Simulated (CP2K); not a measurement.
Runs of CP2K 2026.2 on ZnS. Symmetry: F-43m, No. 216, cubic system. The conventional cell has a = 5.404 Å, b = 5.404 Å, c = 5.404 Å, α = 90.00°, β = 90.00°, γ = 90.00°. Zn (site symmetry -43m) has 4 S at 2.34 Å as nearest neighbours. S (site symmetry -43m) is surrounded by 4 Zn at 2.34 Å. 

```tsv
task	level	potentials or basis	smearing	EPS_DEFAULT	NGRIDS	points a segment of the path (NPOINTS)	bands added on the path	CUTOFF of the grids	gap on the mesh (eV)	pressure (GPa)
band structure	PBEsol	POTENTIAL_UZH Zn GTH-PBE-q12, S GTH-PBE-q6; TZVP-MOLOPT-PBE-GTH basis	fermi-dirac 0.05 eV	1.0E-10	5	6	2	450 Ry	1.90	-1.3
band structure	LDA	GTH_POTENTIALS Zn GTH-PADE-q12, S GTH-PADE-q6; TZVP-MOLOPT-PBE-GTH basis	fermi-dirac 0.05 eV	1.0E-10	4	8	4	450 Ry	1.80	-4.3
band structure	r2SCAN	POTENTIAL_UZH Zn GTH-SCAN-q12, S GTH-SCAN-q6; TZVP-MOLOPT-SCAN-GTH basis	fermi-dirac 0.1 eV	1.0E-9	4	8	4	675 Ry	2.50	-0.9
band structure	TB-mBJ	POTENTIAL_UZH Zn GTH-PBE-q12, S GTH-PBE-q6; TZVP-MOLOPT-PBE-GTH basis	fermi-dirac 0.05 eV	1.0E-9	4	8	4	675 Ry	1.80	-
band structure	PBEsol	POTENTIAL_UZH Zn GTH-PBE-q12, S GTH-PBE-q6; TZVP-MOLOPT-PBE-GTH basis	fermi-dirac 0.05 eV	1.0E-9	5	10	6	450 Ry	1.90	-1.3
single point	PBE	POTENTIAL_UZH Zn GTH-PBE-q12, S GTH-PBE-q6; TZVP-MOLOPT-PBE-GTH basis	fermi-dirac 0.05 eV	1.0E-10	4	-	-	450 Ry	(a)	2.0
band structure	r2SCAN	POTENTIAL_UZH Zn GTH-SCAN-q12, S GTH-SCAN-q6; TZVP-MOLOPT-SCAN-GTH basis	fermi-dirac 0.01 eV	1.0E-10	4	8	4	675 Ry	2.50	-0.9
```

Alike in all rows: no spin polarisation; cell as given; k mesh 9 × 9 × 9.

Estimate the missing entries.

(a) 2.07.

Caveats: the basis of atomic orbitals isn't converged, which shifts pressures, moduli and gaps; the potentials were made for another functional, which shifts forces and pressure (some runs); this is a model potential without an energy functional, so only levels have meaning (some runs); an odd mesh through Γ misses points on the zone boundary, where band edges often lie (some runs).

Not every run made on this cell is shown here.
